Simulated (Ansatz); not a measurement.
# Pb (P6_3/mmc) in Ansatz: further runs

The runs below take Pb through single point, equation of state, with HSE06.

Program: Ansatz 0.2.0. These are calculated values, not measurements. Logs are shortened: lines on timing, memory, paths and dates and some standing lists are left out, and cuts for length are marked.

### Step 1. Starting point

Symmetry: P6_3/mmc, No. 194, hexagonal system. The conventional cell has a = 3.480 Å, b = 3.480 Å, c = 5.590 Å, α = 90.00°, β = 90.00°, γ = 120.00°. Pb (site symmetry -6m2) has 12 Pb at 3.44 to 3.48 Å as nearest neighbours.

This isn't the form of Pb at room conditions, which is fcc.

### Step 2. Single point, HSE06, 27.55 Å³/atom (volume scaled by 0.94)

Contents of input:

```
crystal:
  lattice:
    - [3.4089596583, 0.0, 0.0]
    - [-1.7044798292, 2.9522456646, 0.0]
    - [0.0, 0.0, 5.4758863477]
  atoms:
    - { symbol: Pb, position: [0.6666666667, 0.3333333333, 0.75] }
    - { symbol: Pb, position: [0.3333333333, 0.6666666667, 0.25] }
hamiltonian:
  xc: hse06
  pseudopotentials: { kind: paw }
kpoints:
  mp_grid: { grid: [6, 6, 4] }
scf:
  occupations: { method: fermi_dirac, width: 0.05 }
output:
  forces: true
  stress: true
  eigenvalues: true
  write_density: true
  write_potential: true
  elf: true
  volumetric_format: npy
```

Potentials or basis: Ansatz PAW.

Standard output:

```text
Warning: output.stress: scf.convergence.dr2_threshold = 1e-7 eV (the SCF's general default) is looser than the 2e-10 eV advised for a printed stress (1e-10 eV for each atom of the cell: 2). What an SCF threshold leaves in a stress goes as its square root, and in the free energy as the threshold itself, and one threshold admits the most on a small cell: of the crystals measured, under no hybrid functional and no lock of the moments, on runs that ended without the residual-converged pass, on stresses that held no estimate of that error, the worst erred by over 100 MPa in a component at 1e-7 eV an atom and by under 5 at 1e-10. Set scf.convergence.dr2_threshold to 2e-10 eV or tighter. The threshold is an SCF's pass mark: one that does not reach it within its budget of iterations ends unconverged, or closes short of it on a stop that the run arms, and scf.convergence.dr2_threshold's page says what that costs each kind of run
Warning: output.stress: scf.exx.energy_threshold = 1e-6 eV is looser than the 2e-8 eV advised for a stress under a hybrid functional (1e-8 eV for each atom of the cell: 2). Every SCF of the exchange loop can meet its threshold on dr2 while the loop round them stops early: no threshold on dr2 bounds what that leaves in the stress. Set scf.exx.energy_threshold to 2e-8 eV or tighter. The threshold is the loop's pass mark: a loop that does not reach it within its budget of cycles ends unconverged, and scf.exx.energy_threshold's page has the law
GPUs: using 1 of 1 available (devices: 1).
Engine: ansatz 0.2.0, x86_64-unknown-linux-gnu
Pseudopotentials: kind: paw
Pseudopotential: Pb, paw, valence charge 14, recommended cutoff 420 eV (normal), Pb.paw.azcp
Functional definition: HSE06
  parameter a = 0.25
  parameter omega = 0.11/bohr
  exchange = pbe_x - a*pbe_x_sr(omega) + a*exact_x_sr(omega)
  correlation = pbe_c
device memory: the entry about to start is reckoned to put 0.6 GiB on a device that reports 53.5 GiB free (of which the cap on the GPU budget leaves the run 18.0 GiB)
GPU FFT provider: cuFFT
GPU libraries: cuBLAS 13.8.2, cuFFT 12.4.0, cuSOLVER 12.3.4
Crystal: 2 atoms, lattice volume = 55.110 Å³
Basis set: ecut = 420 eV, 1087 PW (Γ), exchange–correlation on 48×48×80 points (8 copies of the dense FFT grid, shifted against one another)
Bands: 18, of which v1, the nominal top of the filled ones, is band 14 counted from 1 (13 counted from 0)
Symmetry: 24 space group operations
Space group: P63/mmc (ITA 194), of the structure as read, at distance tolerance 3.8e-5 Å
k-points: 21 of 144
Non-local potential: Pb, projectors of the file, l = 0: 2, l = 1: 2, l = 2: 2, l = 3: 2
PAW form: soft (Blöchl's): semilocal exchange-correlation on the pseudo side does not see the compensation charge
PAW frozen core: Pb, regenerated for the run's functional, and the local potential with it (the file was generated under x = pbe(κ = 0.804, μ = 0.2195149727645171), c = pbe(β = 0.06672455060314922))
PAW one-centre angular grid: Pb, 590 points (default); XC on 64 Gauss nodes
Initial density: superposition of atomic densities (neutral atoms: chi_scale 0, normalization atom), corrected by the library's trained network
Initial wavefunctions: pseudopotential atomic-orbital guess
GPU buffer pool allocated for 23040 grid points (all kernels)
GPU transforms: local potential and band sums: pruned to the plane-wave sphere, on 24×24×40
Functional: x = pbe(κ = 0.804, μ = 0.2195149727645171), c = pbe(β = 0.06672455060314922), warm-up for x = pbe(κ = 0.804, μ = 0.2195149727645171) + 0.25 (exact − pbe) at short range (hse, ω = 0.20786987370883472 Å⁻¹), c = pbe(β = 0.06672455060314922); HSE06 as pw.x's `hse` composes it (authors' and Libxc's form: `xc: wpbeh`)
SCF iter   1: F=—  HF=-23812.525720 eV  |F-HF|=—  |Δ(HF+E_count)|=         —  Δρ=1.29e-3  dr2=1.05e-3  ethr=1.77e-3  ⟨swp⟩=6.0  Hψ=1553  notcnv=0
preconditioner: auto → Kerker (q_TF=auto, 2.437 Å⁻¹)  [metal: Δε(μ)=0.058 eV  Ē_g=17.203 eV  σ=0.050 eV  W_gap=0.28  n_scr=22 (ndim 8)  ℏωp=26.5 eV  f_vac=0.000  D(μ)=2.84/eV (n_scr^D=22)]
SCF iter   2: F=—  HF=-23812.526139 eV  |F-HF|=—  |Δ(HF+E_count)|=   4.18e-4  Δρ=8.41e-4  dr2=5.16e-4  ethr=3.76e-6  ⟨swp⟩=4.9  Hψ=1101  notcnv=0  defer=1
iter 3 solved again at ethr=7.87e-8 eV; its pass at ethr=1.84e-6 eV (dr2=2.20e-5 eV) is discarded
SCF iter   3: F=—  HF=-23812.526095 eV  |F-HF|=—  |Δ(HF+E_count)|=   4.40e-5  Δρ=1.48e-4  dr2=1.73e-5  ethr=7.87e-8  ⟨swp⟩=4.1  Hψ=1608  notcnv=0
eigensolver tolerance schedule: the retry pair's looser diagonalisation over-reported the residual by 0.27 of it (diagonalisation noise at 0.29 of the residual, at the tolerance the schedule requests for it); recorded, not acted on — ethr = c·dr2/N_el stays at c = 1.0e-1
SCF iter   4: F=—  HF=-23812.526095 eV  |F-HF|=—  |Δ(HF+E_count)|=   4.32e-7  Δρ=3.88e-5  dr2=9.52e-7  ethr=6.18e-8  ⟨swp⟩=2.5  Hψ=686  notcnv=0
SCF iter   5: F=—  HF=-23812.526096 eV  |F-HF|=—  |Δ(HF+E_count)|=   7.32e-7  Δρ=1.04e-5  dr2=6.14e-8  ethr=3.40e-9  ⟨swp⟩=4.0  Hψ=918  notcnv=0
SCF iter   6: F=—  HF=-23812.526096 eV  |F-HF|=—  |Δ(HF+E_count)|=   8.07e-9  Δρ=2.50e-6  dr2=3.11e-9  ethr=2.19e-10  ⟨swp⟩=3.7  Hψ=938  notcnv=0
SCF iter   7: F=-23812.526096 eV  HF=-23812.526096 eV  |F-HF|=7.28e-12  |Δ(HF+E_count)|=  6.80e-10  Δρ=8.23e-7  dr2=2.27e-10  ethr=1.11e-11  ⟨swp⟩=3.8  Hψ=992  notcnv=0
SCF 1 converged in 7 iterations: F = -23812.526096 eV  dr2 = 2.27e-10
device memory: the entry about to start is reckoned to put 1.1 GiB on a device that reports 53.4 GiB free (of which the cap on the GPU budget leaves the run 18.0 GiB)
GPU FFT provider: cuFFT
GPU libraries: cuBLAS 13.8.2, cuFFT 12.4.0, cuSOLVER 12.3.4
Initial density: handed on by an earlier stage of this run
Initial wavefunctions: those handed on with the density
GPU buffer pool allocated for 23040 grid points (all kernels)
GPU transforms: local potential and band sums: pruned to the plane-wave sphere, on 24×24×40
Functional: x = pbe(κ = 0.804, μ = 0.2195149727645171) + 0.25 (exact − pbe) at short range (hse, ω = 0.20786987370883472 Å⁻¹), c = pbe(β = 0.06672455060314922); HSE06 as pw.x's `hse` composes it (authors' and Libxc's form: `xc: wpbeh`)
Exchange kernel: α = 0.2500, screened, ω = 0.2079 Å⁻¹, Wigner–Seitz truncation, v(0) = 1045.5613 eV·Å³, q-mesh 6×6×4, nearest image of the exchange supercell L = 20.45 Å, pair-density grid 15×15×24, without the augmentation charges, whose exchange is taken in its separable form by FFT convolution over the k-point mesh (sized by the pseudopotential files, 20×20×40 at the most), smooth part of the exact exchange by density-matrix convolution in up to 2.69 GiB of GPU memory as planned if the GPU has room (build and FFT work areas not counted)
Frozen-core exchange: fock
iter 1 solved again at ethr=5.62e-5 eV; its pass at ethr=1.00e-1 eV (dr2=1.57e-2 eV) is discarded
SCF iter   1: F=—  HF=-23819.837939 eV  |F-HF|=—  |Δ(HF+E_count)|=         —  Δρ=6.98e-3  dr2=1.70e-2  ethr=5.62e-5  ⟨swp⟩=5.0  Hψ=2076  notcnv=0
preconditioner: auto → Kerker (q_TF=auto, 2.437 Å⁻¹)  [metal: Δε(μ)=0.049 eV  Ē_g=19.172 eV  σ=0.050 eV  W_gap=0.24  n_scr=22 (ndim 8)  ℏωp=26.5 eV  f_vac=0.000  D(μ)=2.68/eV (n_scr^D=22)]
SCF iter   2: F=—  HF=-23819.834967 eV  |F-HF|=—  |Δ(HF+E_count)|=   2.97e-3  Δρ=3.64e-3  dr2=5.82e-3  ethr=5.51e-5  ⟨swp⟩=2.0  Hψ=672  notcnv=0
SCF iter   3: F=—  HF=-23819.833392 eV  |F-HF|=—  |Δ(HF+E_count)|=   1.57e-3  Δρ=1.59e-4  dr2=3.70e-4  ethr=1.53e-5  ⟨swp⟩=3.4  Hψ=1024  notcnv=0
SCF iter   4: F=—  HF=-23819.837368 eV  |F-HF|=—  |Δ(HF+E_count)|=   3.98e-3  Δρ=8.49e-4  dr2=2.01e-4  ethr=5.32e-8  ⟨swp⟩=5.0  Hψ=1622  notcnv=0
SCF iter   5: F=—  HF=-23819.837326 eV  |F-HF|=—  |Δ(HF+E_count)|=   4.16e-5  Δρ=1.09e-4  dr2=1.43e-5  ethr=5.32e-8  ⟨swp⟩=3.9  Hψ=1011  notcnv=0
SCF iter   6: F=-23819.837392 eV  HF=-23819.837393 eV  |F-HF|=6.73e-7  |Δ(HF+E_count)|=   6.63e-5  Δρ=9.18e-5  dr2=3.02e-6  ethr=1.86e-8  ⟨swp⟩=4.3  Hψ=1093  notcnv=0
SCF 2 stopped early in 6 iterations: F = -23819.837392 eV  dr2 = 3.02e-6
hybrid outer 1: dexx = +4.389e-3 eV, tail = 1.69e-5 eV
GPU FFT provider: cuFFT
GPU libraries: cuBLAS 13.8.2, cuFFT 12.4.0, cuSOLVER 12.3.4
GPU buffer pool allocated for 23040 grid points (all kernels)
GPU transforms: local potential and band sums: pruned to the plane-wave sphere, on 24×24×40
Exchange kernel: α = 0.2500, screened, ω = 0.2079 Å⁻¹, Wigner–Seitz truncation, v(0) = 1045.5613 eV·Å³, q-mesh 6×6×4, nearest image of the exchange supercell L = 20.45 Å, pair-density grid 15×15×24, without the augmentation charges, whose exchange is taken in its separable form by FFT convolution over the k-point mesh (sized by the pseudopotential files, 20×20×40 at the most), smooth part of the exact exchange by density-matrix convolution in up to 2.69 GiB of GPU memory as planned if the GPU has room (build and FFT work areas not counted)
Frozen-core exchange: fock
SCF iter   1: F=—  HF=-23819.837293 eV  |F-HF|=—  |Δ(HF+E_count)|=         —  Δρ=2.16e-5  dr2=2.93e-7  ethr=3.02e-7  ⟨swp⟩=4.7  Hψ=906  notcnv=0
preconditioner: auto → Kerker (q_TF=auto, 2.437 Å⁻¹)  [metal: Δε(μ)=0.045 eV  Ē_g=19.109 eV  σ=0.050 eV  W_gap=0.22  n_scr=22 (ndim 8)  ℏωp=26.5 eV  f_vac=0.000  D(μ)=2.68/eV (n_scr^D=22)]
SCF iter   2: F=—  HF=-23819.837293 eV  |F-HF|=—  |Δ(HF+E_count)|=   2.89e-7  Δρ=9.64e-6  dr2=4.97e-8  ethr=9.33e-10  ⟨swp⟩=4.4  Hψ=1160  notcnv=0
SCF iter   3: F=-23819.837293 eV  HF=-23819.837293 eV  |F-HF|=8.51e-10  |Δ(HF+E_count)|=   1.72e-7  Δρ=3.61e-6  dr2=4.92e-9  ethr=6.10e-11  ⟨swp⟩=4.9  Hψ=1170  notcnv=0
SCF 3 converged in 3 iterations: F = -23819.837293 eV  dr2 = 4.92e-9
  Residual-converged pass: ⟨swp⟩=3.0  Hψ=754  notcnv=0  max |occ|·‖R‖ = 2.4e-6 eV (tolerance 2.4e-6 eV)  dr2=4.92e-9  dr2_onsite=8.76e-10  max |Δocc| = 3.5e-12
hybrid outer 2: dexx = +1.910e-7 eV, tail = 1.45e-8 eV, Δε = 2.85e-3 eV (about 1.30e-4 eV left of the loop's levels)
hybrid SCF converged: 2 outer / 9 inner (+7 warm-up), last move |dexx| = 1.91e-7 eV, tail = 1.45e-8 eV
Stability not checked: this state was not tested for a lower state beside it, because the functional holds exact exchange (a hybrid, or Hartree-Fock), whose exchange loop this test does not read (fock_operator; see scf.lower_state_search)
Free energy (F): -23819.837293 eV
Frozen-core exchange: fock
Harris-Foulkes:  -23819.837293 eV  (|F-HF|=8.51e-10)
Internal energy: -23819.816961 eV  (E = F + TS)
E sigma→0 (E₀):  -23819.827127 eV
Entropy (-TS):   -0.020332 eV (-10.166 meV/atom)
Fermi energy:    12.332902 eV
--- Per-component energies (eV) ---
  E_band       = -80.447100
  E_kinetic    = 580.422095
  E_local      = -1902.460284  (includes V_loc(G=0)·N_el)
  E_nonlocal   = 699.263666
  E_hartree    = 765.820184
  E_xc         = -352.177053
  E_vxc        = -212.822462  (∫ρ·V_xc dr)
  E_exx        = -62.797250  (= α·E_x^exact, valence–valence)
  E_paw        = -20849.912703  (= ΣΔE_a)
  E_vpaw       = -650.897117  (= ΣTr[D̂ρ^β])
  E_aug_tail   = 0.000097  (compensation charges beyond the density's cutoff)
  E_ewald      = -2698.637536
  E_core_change = 0.661823  (= ΣΔE_core)
  E_smearing   = -0.020332  (= −TS)
  E_closure    = 0.000000  (closes the sum)
  Σ components = -23819.837293   (vs F -23819.837293, Δ=-3.64e-12)
--- Forces (eV/Å), atoms counted from 1 ---
  atom   1  Pb    -0.00000000     0.00000000     0.00000000
  atom   2  Pb     0.00000000     0.00000000    -0.00000000
  max |Σ_I F_I| component: 6.48e-17 eV/Å
--- Stress (GPa, compression-positive) ---
        6.922924       0.000000       0.000000
        0.000000       6.922924       0.000000
        0.000000       0.000000       5.444388
  P = ⅓ Tr σ = 6.4301 GPa (64.301 kbar)
--- Band table (eV; the first three rows and the last of 21) ---
  k-point 0: bands = ["-6.8188", "-6.7400", "-6.7260", "-6.7260", "-6.6933", "-6.6933", "-6.6393", "-6.6393", "-6.3964", "-6.3964", "-1.4763", "3.5223", "7.0937", "18.9097", "18.9097", "21.0915", "21.0915", "21.9002"]
  k-point 1: bands = ["-6.8017", "-6.7511", "-6.7511", "-6.7449", "-6.7141", "-6.7141", "-6.5737", "-6.5737", "-6.4159", "-6.4159", "-1.0960", "1.9261", "9.4938", "18.3929", "19.2029", "19.2029", "20.7717", "20.7717"]
  k-point 2: bands = ["-6.7672", "-6.7672", "-6.7484", "-6.7484", "-6.7484", "-6.7484", "-6.4791", "-6.4791", "-6.4791", "-6.4791", "0.0572", "0.0572", "13.6819", "13.6819", "19.9634", "19.9634", "19.9634", "19.9634"]
  k-point 20: bands = ["-6.8131", "-6.8131", "-6.6555", "-6.6555", "-6.5808", "-6.5808", "-6.5677", "-6.5677", "-6.3862", "-6.3862", "4.7646", "4.7646", "9.1257", "9.1257", "10.4203", "10.4203", "18.5095", "18.5095"]
```

Run time: 21 s. Hardware: 1 × NVIDIA H100 80GB HBM3 with 2 threads of AMD EPYC 7R13 (Zen 3), shared host; peak memory 2 GiB.

Results:

- Free energy: -23819.8373 eV
- Pressure: 6.4 GPa
- Band gap on the k mesh: none (metal or under the smearing width)

Caveat: the PAW data sets come from PBE, with cores solved anew for the run's functional, which leaves a small shift of forces and pressure; the thresholds are loose for stress.

### Step 3. Single point, HSE06, 28.14 Å³/atom (volume scaled by 0.96)

input: that of step 2 with these lines changed.

```diff
@@ -2,5 +2,5 @@
   lattice:
-    - [3.4089596583, 0.0, 0.0]
-    - [-1.7044798292, 2.9522456646, 0.0]
-    - [0.0, 0.0, 5.4758863477]
+    - [3.4329672075, 0.0, 0.0]
+    - [-1.7164836037, 2.9730368121, 0.0]
+    - [0.0, 0.0, 5.5144501982]
   atoms:
@@ -19,5 +19 @@
   eigenvalues: true
-  write_density: true
-  write_potential: true
-  elf: true
-  volumetric_format: npy
```

Potentials or basis: Ansatz PAW.

Run time: 24 s. Hardware: 1 × NVIDIA H100 80GB HBM3 with 2 threads of AMD EPYC 7R13 (Zen 3), shared host; peak memory 2.2 GiB.

Results (log left out):

```
Free energy            : -23819.8799 eV
Pressure               : 5.2 GPa
Band gap on the k mesh : none (metal or under the smearing width)
```

Caveat: the PAW data sets come from PBE, with cores solved anew for the run's functional, which leaves a small shift of forces and pressure; the thresholds are loose for stress.

### Step 4. Single point, HSE06, 28.73 Å³/atom (volume scaled by 0.98)

input: that of step 3 with these lines changed.

```diff
@@ -2,5 +2,5 @@
   lattice:
-    - [3.4329672075, 0.0, 0.0]
-    - [-1.7164836037, 2.9730368121, 0.0]
-    - [0.0, 0.0, 5.5144501982]
+    - [3.4566435916, 0.0, 0.0]
+    - [-1.7283217958, 2.9935411621, 0.0]
+    - [0.0, 0.0, 5.552482091]
   atoms:
```

Wall time 20 s (1 × NVIDIA H100 80GB HBM3 with 2 threads of AMD EPYC 7R13 (Zen 3), shared host); peak memory 2.1 GiB.

It converged, with:

```
Free energy            : -23819.9140 eV
Pressure               : 4.1 GPa
Band gap on the k mesh : none (metal or under the smearing width)
```

Caveat: the PAW data sets come from PBE, with cores solved anew for the run's functional, which leaves a small shift of forces and pressure; the thresholds are loose for stress.

### Step 5. Single point, HSE06, 29.31 Å³/atom

input: that of step 4 with these lines changed.

```diff
@@ -2,5 +2,5 @@
   lattice:
-    - [3.4566435916, 0.0, 0.0]
-    - [-1.7283217958, 2.9935411621, 0.0]
-    - [0.0, 0.0, 5.552482091]
+    - [3.48, 0.0, 0.0]
+    - [-1.74, 3.0137684052, 0.0]
+    - [0.0, 0.0, 5.59]
   atoms:
```

Run time: 24 s. Hardware: 1 × NVIDIA H100 80GB HBM3 with 2 threads of AMD EPYC 7R13 (Zen 3), shared host; peak memory 2.1 GiB.

The run converged. Its results:

* Free energy: -23819.9401 eV
* Pressure: 3.0 GPa
* Band gap on the k mesh: none (metal or under the smearing width)

Caveat: the PAW data sets come from PBE, with cores solved anew for the run's functional, which leaves a small shift of forces and pressure; the thresholds are loose for stress.

### Step 6. Single point, HSE06, 29.90 Å³/atom (volume scaled by 1.02)

input: that of step 5 with these lines changed.

```diff
@@ -2,5 +2,5 @@
   lattice:
-    - [3.48, 0.0, 0.0]
-    - [-1.74, 3.0137684052, 0.0]
-    - [0.0, 0.0, 5.59]
+    - [3.5030470293, 0.0, 0.0]
+    - [-1.7515235146, 3.033727718, 0.0]
+    - [0.0, 0.0, 5.6270209464]
   atoms:
```

Potentials or basis: Ansatz PAW.

Wall time 17 s (1 × NVIDIA H100 80GB HBM3 with 2 threads of AMD EPYC 7R13 (Zen 3), shared host); peak memory 2.2 GiB.

It converged, with:

- Free energy: -23819.9585 eV
- Pressure: 2.0 GPa
- Band gap on the k mesh: none (metal or under the smearing width)

Caveat: the PAW data sets come from PBE, with cores solved anew for the run's functional, which leaves a small shift of forces and pressure; the thresholds are loose for stress.

### Step 7. Single point, HSE06, 30.49 Å³/atom (volume scaled by 1.04)

input: that of step 6 with these lines changed.

```diff
@@ -2,5 +2,5 @@
   lattice:
-    - [3.5030470293, 0.0, 0.0]
-    - [-1.7515235146, 3.033727718, 0.0]
-    - [0.0, 0.0, 5.6270209464]
+    - [3.5257947253, 0.0, 0.0]
+    - [-1.7628973626, 3.0534278007, 0.0]
+    - [0.0, 0.0, 5.6635610674]
   atoms:
```

Wall time 23 s (1 × NVIDIA H100 80GB HBM3 with 2 threads of AMD EPYC 7R13 (Zen 3), shared host); peak memory 2.2 GiB.

The run converged. Its results:

```yaml
Free_energy: -23819.9694 eV
Pressure: 1.0 GPa
Band_gap_on_the_k_mesh: none (metal or under the smearing width)
```

Caveat: the PAW data sets come from PBE, with cores solved anew for the run's functional, which leaves a small shift of forces and pressure; the thresholds are loose for stress.

### Step 8. Single point, HSE06, 31.07 Å³/atom (volume scaled by 1.06)

input: that of step 7 with these lines changed.

```diff
@@ -2,5 +2,5 @@
   lattice:
-    - [3.5257947253, 0.0, 0.0]
-    - [-1.7628973626, 3.0534278007, 0.0]
-    - [0.0, 0.0, 5.6635610674]
+    - [3.548252622, 0.0, 0.0]
+    - [-1.774126311, 3.0728769098, 0.0]
+    - [0.0, 0.0, 5.6996356773]
   atoms:
```

It took 21 s on 1 × NVIDIA H100 80GB HBM3 with 2 threads of AMD EPYC 7R13 (Zen 3), shared host; peak memory 2.1 GiB.

The run converged. Its results:

- Free energy: -23819.9735 eV
- Pressure: 0.1 GPa
- Band gap on the k mesh: none (metal or under the smearing width)

Caveat: the PAW data sets come from PBE, with cores solved anew for the run's functional, which leaves a small shift of forces and pressure; the thresholds are loose for stress.

### Step 9. Equation of state, HSE06

Potentials or basis: Ansatz PAW.

No new run: the results of the series are fitted here.

Results:

```
Equilibrium volume                        : 31.14 Å³/atom (rough: see the caveat)
Bulk modulus at fixed shape and positions : 48 GPa (rough)
```

Energy against volume, from the lowest point:
| volume (Å³/atom) | energy (meV/atom) |
| --- | --- |
| 27.555 | 68.12 |
| 28.141 | 46.81 |
| 28.727 | 29.75 |
| 29.314 | 16.71 |
| 29.900 | 7.54 |
| 30.486 | 2.06 |
| 31.073 | 0.00 |

Caveat: the fit is doubtful: noisy points or a state that changes with volume; the minimum lies outside the volumes run; the cell was scaled at fixed shape and fractional positions, which overstates the stiffness of a crystal with free parameters, most of all of layers and chains; the PAW data sets were made with another functional, which shifts forces and pressure a little.
